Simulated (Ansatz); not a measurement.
# Cu: a trigonal deformation path

The task, for Cu: follow a trigonal deformation at fixed volume.

Method: DFT PBE, scalar-relativistic, plane waves, PAW, in Ansatz 0.2.0.

**1. The structure to begin with**

It takes space group Fm-3m (No. 225, cubic). Conventional cell: a = 3.615 Å, b = 3.615 Å, c = 3.615 Å, α = 90.00°, β = 90.00°, γ = 90.00°. Around Cu (site symmetry m-3m) lie 12 Cu at 2.56 Å.

As a file:

```
Cu
1.0
     0.00000    1.80750    1.80750
     1.80750    0.00000    1.80750
     1.80750    1.80750    0.00000
Cu
1
Cartesian
  0.0000 0.0000 0.0000
```

The cell is taken as given, not relaxed at this level.

**2. Zero of energy**

The reference gives a free energy of -6625.1759 eV, pressure 1.79 GPa, largest force 0.000 eV/Å and gap on the mesh none (metal). It was computed beforehand with the settings of the runs below.

**3. The scan: a trigonal deformation path**

At fixed volume and fractional coordinates, lengths along (0.577, 0.577, 0.577) are scaled against those across it; ρ is that ratio over its starting value.

**4. Point ρ = 0.500**

input.yaml reads:

```yaml
crystal:
  lattice:
    - [-0.7591024326, 1.5182048651, 1.5182048651]
    - [1.5182048651, -0.7591024326, 1.5182048651]
    - [1.5182048651, 1.5182048651, -0.7591024326]
  atoms:
    - { symbol: Cu, position: [0.0, 0.0, 0.0] }
basis:
  ecutwfc: 420
kpoints:
  mp_grid: { grid: [24, 24, 24] }
hamiltonian:
  xc: pbe
scf:
  occupations: { method: gaussian, width: 0.15 }
output:
  forces: true
  stress: true
  eigenvalues: true
```

Run with:

```console
> ansatz run input.yaml --threads 1 --pin off --max-ram 2560MiB --backend cpu --events-out ev --progress --plain --runs-dir out
```

The session goes on with these runs: At ρ = 2.000; At ρ = 0.710; At ρ = 1.410; ρ = 0.600; At ρ = 0.850; point ρ = 1.200; At ρ = 1.700; At ρ = 0.930; ρ = 1.080.

Q: Predict the outcome of this session. Wanted: highest point.

The runs gave:

| quantity | value |
| --- | --- |
| highest point | 2406.0 meV/atom at ρ = 2.000 |

In words: No sampled point lies below the undisturbed cell. No sampled point inside the path is a dip, apart from those named. At ρ = 0.500 the cell takes another symmetry, Pm-3m, 614.1 meV/atom from the start at this fixed volume.
